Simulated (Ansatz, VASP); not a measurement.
ScHO2: VASP beside Ansatz

```
CELL_PARAMETERS angstrom
1.70658 0.98529 4.06568
-1.70658 0.98529 4.06568
0.00000 -1.97059 4.06568
ATOMIC_POSITIONS crystal
Sc 0.00000 0.00000 0.00000
H 0.50000 0.50000 0.50000
O 0.58970 0.58970 0.58970
O 0.41030 0.41030 0.41030
```

Alike in both runs: task single point; functional PBEsol; k mesh 9 × 9 × 9; occupations gaussian, width 0.05 eV; no spin polarisation.

|  | VASP | Ansatz |
| --- | --- | --- |
| version | VASP 6.6.1 | Ansatz 0.2.0 |
| potentials or method | VASP PAW PBE potentials, release 64 (Sc_sv, H, O) | scalar-relativistic, plane waves, PAW |
| plane-wave cutoff (eV) | 520 | 420 |
| valence electrons in the cell | 24 | 24 |

```csv
,VASP,Ansatz,Ansatz less VASP
gap on the k mesh at the Fermi level (eV),2.97,2.99,+0.019
least direct gap on the mesh (eV),3.03,3.05,+0.020
pressure (GPa),1.4,0.9,-0.55
largest component of the traceless stress (GPa),37.67,37.74,+0.067
rms of the force components (eV/Å),1.532,1.543,+0.0111
```

Atom by atom the forces differ by 0.011 eV/Å (rms over components).

Caveats: the PAW data sets were made with another functional, which shifts forces and pressure a little (VASP); an odd mesh through Γ misses points on the zone boundary, where band edges often lie.
